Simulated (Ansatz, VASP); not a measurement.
# InP: VASP beside Ansatz

Aim: how closely do two programs agree when they are given the same cell, functional and k mesh? The cell is taken from a series of VASP runs on this material, whose earlier steps may have relaxed, scaled or displaced it; both programs get it as it stands.

Calculated with Ansatz 0.2.0; plane waves, with VASP 6.6.1 beside it; relaxation of cell and atoms at PBEsol and relaxation of cell and atoms at r2SCAN with rVV10.

## Step 1: The starting structure

It takes space group F-43m (No. 216, cubic). The conventional cell has a = 5.869 Å, b = 5.869 Å, c = 5.869 Å, α = 90.00°, β = 90.00°, γ = 90.00°. Nearest to In lie 4 P at 2.54 Å. Nearest to P lie 4 In at 2.54 Å. Farther neighbours are not listed.

## Step 2: VASP: relaxation of cell and atoms, PBEsol

The relaxed volume is the usual yardstick between codes: its relative difference is about their pressure difference at one cell divided by the bulk modulus.

Lines of VASP's logs that name or quote its potential files are left out, and so is its time.

INCAR

```
SYSTEM = InP
PREC = Accurate
ENCUT = 450
EDIFF = 1E-07
NELM = 100
ISMEAR = 0
SIGMA = 0.03
LREAL = .FALSE.
ALGO = Normal
GGA = PS
NBANDS = 15
LORBIT = 11
LWAVE = .FALSE.
LCHARG = .FALSE.
KPAR = 4
IBRION = 2
NSW = 50
ISIF = 3
EDIFFG = -0.002
```

POSCAR

```
InP
1.0
    0.0000000000      2.9343500000      2.9343500000
    2.9343500000      0.0000000000      2.9343500000
    2.9343500000      2.9343500000      0.0000000000
In P
1 1
Direct
    0.0000000000      0.0000000000      0.0000000000
    0.7500000000      0.7500000000      0.7500000000
```

KPOINTS

```
Automatic mesh
0
Gamma
10 10 10
0 0 0
```

PAW data sets: In_d and P (PBE family, release 64).

On the command line:

```
$ mpirun -np 4 vasp_std
```

Numbers of over 12 decimals in the logs are rounded to 6 here.

Output:

```text
[banner, memory and clock lines left out]
running    4 mpi-ranks, on    1 nodes
 distrk:  each k-point on    1 cores,    4 groups
 distr:  one band on    1 cores,    1 groups

 POSCAR found type information on POSCAR InP
 POSCAR found :  2 types and       2 ions
|                                                                             |
|               ----> ADVICE to this user running VASP <----                  |
|                                                                             |
|     You enforced a specific xc type in the INCAR file but a different       |
|     [... a line on the potential file left out ...]
|     I HOPE YOU KNOW WHAT YOU ARE DOING!                                     |
|                                                                             |

 LDA part: xc-table for (Slater+PW92), standard interpolation
 POSCAR, INCAR and KPOINTS ok, starting setup
 FFT: planning ... GRIDC
 FFT: planning ... GRID_SOFT
 FFT: planning ... GRID
 WAVECAR not read
 entering main loop
       N       E                     dE             d eps       ncg     rms          rms(c)
DAV:   1     0.106370787133E+03    0.10637E+03   -0.77195E+03  1417   0.119E+03
DAV:   2    -0.222096799643E+01   -0.10859E+03   -0.10404E+03  1459   0.288E+02
DAV:   3    -0.937305198613E+01   -0.71521E+01   -0.71136E+01  1851   0.770E+01
DAV:   4    -0.955123334304E+01   -0.17818E+00   -0.17813E+00  1693   0.134E+01
DAV:   5    -0.955991227714E+01   -0.86789E-02   -0.86787E-02  2198   0.250E+00    0.545E+00
DAV:   6    -0.919207438228E+01    0.36784E+00   -0.59598E-01  2239   0.142E+01    0.321E+00
DAV:   7    -0.915825950637E+01    0.33815E-01   -0.14599E-01  2041   0.356E+00    0.111E+00
DAV:   8    -0.915553771092E+01    0.27218E-02   -0.14508E-02  1843   0.151E+00    0.327E-01
DAV:   9    -0.915574120966E+01   -0.20350E-03   -0.13046E-03  1837   0.456E-01    0.158E-01
DAV:  10    -0.915578577836E+01   -0.44569E-04   -0.16332E-04  2234   0.126E-01    0.107E-01
DAV:  11    -0.915581067678E+01   -0.24898E-04   -0.27247E-05  1719   0.568E-02    0.147E-02
DAV:  12    -0.915581081538E+01   -0.13860E-06   -0.74991E-06  1872   0.478E-02    0.126E-02
DAV:  13    -0.915581084329E+01   -0.27904E-07   -0.56878E-07  1718   0.565E-03
   1 F= -.91558108E+01 E0= -.91558108E+01  d E =-.915581E+01
 curvature:   0.00 expect dE= 0.000E+00 dE for cont linesearch  0.000E+00
 trial: gam= 0.00000 g(F)=  0.290E-47 g(S)=  0.917E-03 ort = 0.000E+00 (trialstep = 0.100E+01)
 search vector abs. value=  0.917E-03
 bond charge predicted
       N       E                     dE             d eps       ncg     rms          rms(c)
DAV:   1    -0.916675389150E+01   -0.10943E-01   -0.25240E-01  1767   0.102E+01    0.685E-01
DAV:   2    -0.915763499157E+01    0.91189E-02   -0.17645E-02  1767   0.311E+00    0.241E-01
DAV:   3    -0.915608400805E+01    0.15510E-02   -0.43352E-03  1879   0.143E+00    0.144E-01
DAV:   4    -0.915608369037E+01    0.31768E-06   -0.24875E-04  1522   0.146E-01    0.110E-01
DAV:   5    -0.915604409541E+01    0.39595E-04   -0.23634E-05  1757   0.475E-02    0.469E-02
DAV:   6    -0.915603602287E+01    0.80725E-05   -0.96223E-06  2157   0.353E-02    0.717E-03
DAV:   7    -0.915603668710E+01   -0.66423E-06   -0.12756E-06  1854   0.155E-02    0.145E-03
DAV:   8    -0.915603658187E+01    0.10523E-06   -0.12714E-07   999   0.855E-03    0.351E-04
DAV:   9    -0.915603659984E+01   -0.17970E-07   -0.14207E-08   831   0.121E-03
   2 F= -.91560366E+01 E0= -.91560366E+01  d E =-.225757E-03
 trial-energy change:   -0.000226  1 .order   -0.000226   -0.000917    0.000466
 step:   0.6633(harm=  0.6633)  dis= 0.00000  next Energy=    -9.156115 (dE=-0.304E-03)
 bond charge predicted
       N       E                     dE             d eps       ncg     rms          rms(c)
DAV:   1    -0.915733358023E+01   -0.12970E-02   -0.28331E-02  1774   0.336E+00    0.234E-01
DAV:   2    -0.915628690540E+01    0.10467E-02   -0.20314E-03  1767   0.108E+00    0.806E-02
DAV:   3    -0.915611579169E+01    0.17111E-03   -0.47611E-04  1865   0.476E-01    0.490E-02
DAV:   4    -0.915611671602E+01   -0.92433E-06   -0.26956E-05  1543   0.481E-02    0.368E-02
DAV:   5    -0.915611587666E+01    0.83936E-06   -0.26282E-06  1779   0.158E-02    0.151E-02
DAV:   6    -0.915611693183E+01   -0.10552E-05   -0.98257E-07  2199   0.115E-02    0.261E-03
DAV:   7    -0.915611670423E+01    0.22760E-06   -0.96318E-08   936   0.456E-03    0.471E-04
DAV:   8    -0.915611672882E+01   -0.24590E-07   -0.41982E-08   789   0.425E-03
   3 F= -.91561167E+01 E0= -.91561167E+01  d E =-.305886E-03
 curvature:  -0.33 expect dE=-0.277E-07 dE for cont linesearch -0.277E-07
 trial: gam=-0.00946 g(F)=  0.331E-47 g(S)=  0.837E-07 ort = 0.876E-05 (trialstep = 0.933E+00)
 search vector abs. value=  0.108E-09
 reached required accuracy - stopping structural energy minimisation
```

From OUTCAR (step 2):

```text
ion  position               nearest neighbor table
   1  0.000  0.000  0.000-   2 2.54   2 2.54   2 2.54   2 2.54
   2  0.750  0.750  0.750-   1 2.54   1 2.54   1 2.54   1 2.54

  LATTYP: Found a face centered cubic cell.
 ALAT       =     5.8687000000

 Subroutine GETGRP returns: Found 24 space group operations
 (whereof 24 operations were pure point group operations)

The static configuration has the point symmetry T_d .

 Found     47 irreducible k-points:

   k-points           NKPTS =     47   k-points in BZ     NKDIM =     47   number of bands    NBANDS=     15

   dimension x,y,z NGX =    30 NGY =   30 NGZ =   30
   dimension x,y,z NGXF=    60 NGYF=   60 NGZF=   60

   ENCUT  =  450.0 eV  33.07 Ry    5.75 a.u.   7.18  7.18  7.18*2*pi/ulx,y,z

   NELECT =      18.0000    total number of electrons

 k-points in reciprocal lattice and weights: Automatic mesh
   0.00000000  0.00000000  0.00000000       0.001
   0.10000000  0.00000000  0.00000000       0.008
   0.20000000  0.00000000  0.00000000       0.008
   0.30000000  0.00000000  0.00000000       0.008
   0.40000000  0.00000000  0.00000000       0.008
   0.50000000  0.00000000  0.00000000       0.004
   0.10000000  0.10000000  0.00000000       0.006
   0.20000000  0.10000000  0.00000000       0.024
   0.30000000  0.10000000  0.00000000       0.024
[...]
-0.30000000  0.40000000  0.20000000       0.024
  -0.30000000  0.50000000  0.20000000       0.012

 average (electrostatic) potential at core
       1 -95.5833       2 -82.8475

 E-fermi :   5.1412

 k-point     1 :       0.0000    0.0000    0.0000
  band No.  band energies     occupation
    ...
      5      -8.9907      2.00000
      6      -6.4947      2.00000
      7       4.9897      2.00000
      8       4.9897      2.00000
      9       4.9897      2.00000
     10       5.5544      0.00000
     11       9.0059      0.00000
     12       9.0059      0.00000
     13       9.0059      0.00000
     14      13.3019      0.00000
    ...

 k-point     2 :       0.1000    0.0000    0.0000
  band No.  band energies     occupation
    ...
      5      -8.9907      2.00000
      6      -6.3804      2.00000
      7       3.7929      2.00000
      8       4.8649      2.00000
      9       4.8649      2.00000
     10       6.3784      0.00000
     11       9.0602      0.00000
     12       9.1933      0.00000
     13       9.1933      0.00000
     14      13.8864      0.00000
    ...

 k-point     3 :       0.2000    0.0000    0.0000
  band No.  band energies     occupation
    ...
      5      -8.9897      2.00000
      6      -6.0518      2.00000
      7       2.2638      2.00000
      8       4.5827      2.00000
      9       4.5827      2.00000
     10       6.7080      0.00000
     11       9.5677      0.00000
     12       9.5677      0.00000
     13       9.6658      0.00000
     14      13.4608      0.00000
    ...

  Total        0.0010752      0.0010752      0.0010752      0.0000000     -0.0000000      0.0000000
  in kB        0.0339083      0.0339083      0.0339083      0.0000000     -0.0000000      0.0000000
  external PRESSURE =       0.0339083 kB  Pullay stress =       0.0000000 kB

  energy-cutoff  :      450.00
  volume of cell :       50.81
      direct lattice vectors                 reciprocal lattice vectors
     0.000000000  2.939636211  2.939636211    -0.170089074  0.170089074  0.170089074
     2.939636211  0.000000000  2.939636211     0.170089074 -0.170089074  0.170089074
     2.939636211  2.939636211  0.000000000     0.170089074  0.170089074 -0.170089074

 POSITION                                       TOTAL-FORCE (eV/Angst)
 -----------------------------------------------------------------------------------
      0.00000      0.00000      0.00000         0.000000     -0.000000      0.000000
      4.40945      4.40945      4.40945        -0.000000      0.000000     -0.000000
 -----------------------------------------------------------------------------------
    total drift:                               -0.000000     -0.000000     -0.000000

  FREE ENERGIE OF THE ION-ELECTRON SYSTEM (eV)
  ---------------------------------------------------
  free  energy   TOTEN  =        -9.1561167288 eV

  energy  without entropy=       -9.1561167288  energy(sigma->0) =       -9.15611673

 reached required accuracy - stopping structural energy minimisation

 total charge
# of ion       s       p       d       tot
------------------------------------------
    1        0.830   0.765   9.899  11.494
    2        1.029   1.472   0.000   2.501
--------------------------------------------------
tot          1.859   2.238   9.899  13.995

[... 3 further parts left out ...]
```

CONTCAR:

```
InP
   1.00000000000000
     0.0000000000000000    2.9396362114138150    2.9396362114138150
     2.9396362114138150    0.0000000000000000    2.9396362114138150
     2.9396362114138150    2.9396362114138150    0.0000000000000000
  In              P
     1     1
Direct
     0.0000000000000000    0.0000000000000000    0.0000000000000000
     0.7500000000000000    0.7500000000000000    0.7500000000000000
```

The run keeps the 24 symmetry operations of its start, so it cannot find a distortion of lower symmetry.

## Step 3: Ansatz: relaxation of cell and atoms, PBEsol

Ansatz runs on its default PAW (the set named soft_2) files.

The same cell, functional, mesh and smearing now go to Ansatz, which takes its cutoff from its data sets.

input.yaml

```yaml
crystal:
  lattice:
    - [0.0, 2.93435, 2.93435]
    - [2.93435, 0.0, 2.93435]
    - [2.93435, 2.93435, 0.0]
  atoms:
    - { symbol: In, position: [0.0, 0.0, 0.0] }
    - { symbol: P, position: [0.75, 0.75, 0.75] }
hamiltonian:
  xc: pbesol
  pseudopotentials: { kind: paw }
kpoints:
  mp_grid: { grid: [10, 10, 10] }
scf:
  occupations: { method: gaussian, width: 0.03 }
relax:
  f_tol: 0.01
  max_steps: 60
  cell: { stress_tol: 0.05 }
output:
  forces: true
  stress: true
```

On the command line:

```
$ ansatz run input.yaml --threads 4 --pin off --max-ram 9216MiB --backend cpu --events-out ev --progress --plain --runs-dir out
```

Output:

```text
Engine: ansatz 0.2.0, aarch64-unknown-linux-gnu
Pseudopotentials: kind: paw
Pseudopotential: In, paw, valence charge 13, recommended cutoff 420 eV (normal), In.paw.azcp
Pseudopotential: P, paw, valence charge 5, recommended cutoff 420 eV (normal), P.paw.azcp
Functional definition: PBEsol
  exchange = pbesol_x
  correlation = pbesol_c
Crystal: 2 atoms, lattice volume = 50.532 Å³
Basis set: ecut = 420 eV, 965 PW (Γ), exchange–correlation on 60×60×60 points (8 copies of the dense FFT grid, shifted against one another)
Bands: 13, of which v1, the nominal top of the filled ones, is band 9 counted from 1 (8 counted from 0)
Symmetry: 24 space group operations
Space group: F-43m (ITA 216), of the structure as read, at distance tolerance 3.7e-5 Å
k-points: 47 of 1000 (time reversal used)
Non-local potential: In, projectors of the file, l = 0: 2, l = 1: 2, l = 2: 2, l = 3: 2
Non-local potential: P, projectors of the file, l = 0: 2, l = 1: 2, l = 2: 2
PAW form: soft (Blöchl's): semilocal exchange-correlation on the pseudo side does not see the compensation charge
PAW frozen core: In, regenerated for the run's functional, and the local potential with it (the file was generated under x = pbe(κ = 0.804, μ = 0.219515), c = pbe(β = 0.066725))
PAW frozen core: P, regenerated for the run's functional, and the local potential with it (the file was generated under x = pbe(κ = 0.804, μ = 0.219515), c = pbe(β = 0.066725))
PAW one-centre angular grid: In, 590 points (default); XC on 64 Gauss nodes
PAW one-centre angular grid: P, 110 points (default); XC on 64 Gauss nodes
Initial density: superposition of atomic densities (neutral atoms: chi_scale 0, normalization atom), corrected by the library's trained network
Initial wavefunctions: pseudopotential atomic-orbital guess
Functional: x = pbesol(κ = 0.804, μ = 0.123457), c = pbesol(β = 0.046)
SCF iter   1: F=—  HF=-6265.876614 eV  |F-HF|=—  |Δ(HF+E_count)|=         —  Δρ=5.43e-3  dr2=2.68e-2  ethr=1.77e-3  ⟨swp⟩=6.6  Hψ=4215  notcnv=0
preconditioner: auto → none  [insulator: Δε(μ)=0.552 eV  Ē_g=14.613 eV  σ=0.030 eV  W_gap=1.00  n_scr=14 (ndim 8)  ℏωp=22.2 eV  f_vac=0.021  D(μ)=0.00/eV (n_scr^D=0)  ε∞_Penn≈3.3]
SCF iter   2: F=—  HF=-6265.867092 eV  |F-HF|=—  |Δ(HF+E_count)|=   9.52e-3  Δρ=1.84e-3  dr2=1.58e-3  ethr=1.49e-4  ⟨swp⟩=3.0  Hψ=1402  notcnv=0
SCF iter   3: F=—  HF=-6265.866694 eV  |F-HF|=—  |Δ(HF+E_count)|=   3.99e-4  Δρ=5.15e-4  dr2=1.59e-4  ethr=8.78e-6  ⟨swp⟩=2.0  Hψ=1199  notcnv=0
SCF iter   4: F=—  HF=-6265.866713 eV  |F-HF|=—  |Δ(HF+E_count)|=   1.90e-5  Δρ=2.49e-4  dr2=3.24e-5  ethr=8.84e-7  ⟨swp⟩=2.0  Hψ=715  notcnv=0
SCF iter   5: F=—  HF=-6265.866725 eV  |F-HF|=—  |Δ(HF+E_count)|=   1.25e-5  Δρ=4.87e-5  dr2=1.73e-6  ethr=1.80e-7  ⟨swp⟩=2.2  Hψ=740  notcnv=0
SCF iter   6: F=-6265.866726 eV  HF=-6265.866726 eV  |F-HF|=5.26e-9  |Δ(HF+E_count)|=   2.82e-7  Δρ=4.61e-6  dr2=9.27e-9  ethr=5.56e-10  ⟨swp⟩=4.4  Hψ=2592  notcnv=0
SCF 1 converged in 6 iterations: F = -6265.866726 eV  dr2 = 9.27e-9
  greatest PAW one-centre occupation: 0.981 electrons in one spin orbital (limit 2), on the In atom at site 0 (counted from 0), in its partial waves of l = 2
relax step   1: F+E_penalty+E_count = -6265.86672573 eV  Δ(F+E_penalty+E_count) = +0.000e0 eV  max|allowed force component| = 2.405e-16 eV/Å  Δτ_max = 0.0000 Å  P = +0.334 GPa  Ω = 50.532 Å³  (6 SCF iters, dr2 threshold 1.00e-7 eV, accepted)
[...]
relax step   2: F+E_penalty+E_count = -6265.86691312 eV  Δ(F+E_penalty+E_count) = -1.874e-4 eV  max|allowed force component| = 8.095e-17 eV/Å  Δτ_max = 0.0000 Å  P = -0.050 GPa  Ω = 50.820 Å³  energy of the carried Pulay correction = -6.643e-5 eV  (4 SCF iters, dr2 threshold 2.00e-7 eV, accepted)
[...]
relax step   3: F+E_penalty+E_count = -6265.86698395 eV  Δ(F+E_penalty+E_count) = -7.082e-5 eV  max|allowed force component| = 1.226e-16 eV/Å  Δτ_max = 0.0000 Å  P = -0.049 GPa  Ω = 50.820 Å³  stress off target by 4.91e-2 GPa  SCF on the basis re-selected at this cell (its energy is not comparable with the rows above)  (5 SCF iters)
basis re-selected at this cell: Δ(F+E_penalty+E_count) = -7.082e-5 eV, ΔP = +0.001 GPa vs the last step (what re-selecting the basis moved, of the pressure what is left beyond the Pulay correction that the steps carried, after the strain that the cell walked since its last selection, with what the two solves' SCF thresholds leave and, on support functions, any second-order correction that the steps lacked; it is no m [...]
SCF converged after 5 iterations
Free energy (F): -6265.866984 eV
Harris-Foulkes:  -6265.866984 eV  (|F-HF|=1.36e-11)
Internal energy: -6265.866984 eV  (E = F + TS)
E sigma→0 (E₀):  -6265.866984 eV
Fermi energy:    7.054461 eV
--- Per-component energies (eV) ---
  E_band       = -55.681236
  E_kinetic    = 313.328244
  E_local      = -1404.826878  (includes V_loc(G=0)·N_el)
  E_nonlocal   = 402.760853
  E_hartree    = 552.441253
  E_xc         = -274.025817
  E_vxc        = -160.053635  (∫ρ·V_xc dr)
  E_paw        = -4639.026225  (= ΣΔE_a)
  E_vpaw       = -311.772439  (= ΣTr[D̂ρ^β])
  E_aug_tail   = 0.000029  (compensation charges beyond the density's cutoff)
  E_ewald      = -1216.800440
  E_core_change = 0.281999  (= ΣΔE_core)
  E_smearing   = -0.000000  (= −TS)
  E_closure    = 0.000000  (closes the sum)
  Σ components = -6265.866984   (vs F -6265.866984, Δ=0.00e0)
--- Forces (eV/Å), atoms counted from 1 ---
  atom   1  In    -0.00000000     0.00000000     0.00000000
  atom   2  P      0.00000000    -0.00000000    -0.00000000
  max |Σ_I F_I| component: 7.86e-17 eV/Å
--- Stress (GPa, compression-positive) ---
       -0.049139      -0.000000       0.000000
        0.000000      -0.049139       0.000000
       -0.000000       0.000000      -0.049139
  P = ⅓ Tr σ = -0.0491 GPa (-0.491 kbar)
--- Relaxed structure (2 steps of the walk, 2 accepted, 1 SCFs on fresh bases) ---
  F+E_penalty+E_count = -6265.86698395 eV   max|allowed force component| = 1.226e-16 eV/Å   (the final SCF, on the basis selected at the relaxed cell)
  cell:  # Å, volume = 50.8198 Å³
    - [0, 2.939912, 2.939912]
    - [2.939912, 0, 2.939912]
    - [2.939912, 2.939912, 0]
  atoms:
    - { symbol: In, position: [0, 0, 0] }
    - { symbol: P, position: [0.75, 0.75, 0.75] }
```

The job ended after 1.9 s (4 threads of Arm Neoverse V2, shared host; peak memory 0.37 GiB; 6.6 s of CPU time).

## Step 4: Differences

Known differences besides the potentials themselves: both relaxations stop at a tolerance, which leaves soft axes loose, and VASP keeps its plane-wave basis; the cutoff is 420 eV in Ansatz and 450 eV in VASP; Ansatz makes its cores anew for this functional, VASP keeps those of its PBE data sets; VASP leaves aspherical gradient terms in its spheres out (LASPH is not set), Ansatz keeps them; Ansatz adds a Pulay correction to the stress that steers its cell, VASP none. Total energies have different zeros and are not compared.

Compared:

| quantity | Ansatz | VASP | difference |
| --- | --- | --- | --- |
| volume (Å³) | 50.82 | 50.81 | +0.03 % |
| edge a after relaxation, in the typed setting (Å) | 4.158 | 4.157 | +0.01 % |

The walks stopped with -0.05 GPa left in Ansatz and 0.00 GPa in VASP; each walk ends within a tolerance, so the volume difference is uncertain by about these residues over the bulk modulus, most in soft cells.

[end of part 1 of 2]

[Lines on the potential files, build, host, timing and source positions are cut from VASP's logs without a mark.]

[Logs are printed without paths, hosts, clocks, repeated set-up lines and the standing remarks that a program may print on its own settings, such as how far it seeks lower states.]

[Hosts, paths, dates, database ids (printed as entryN), source tags and the programs' standing remarks are cut or masked in the printed files.]
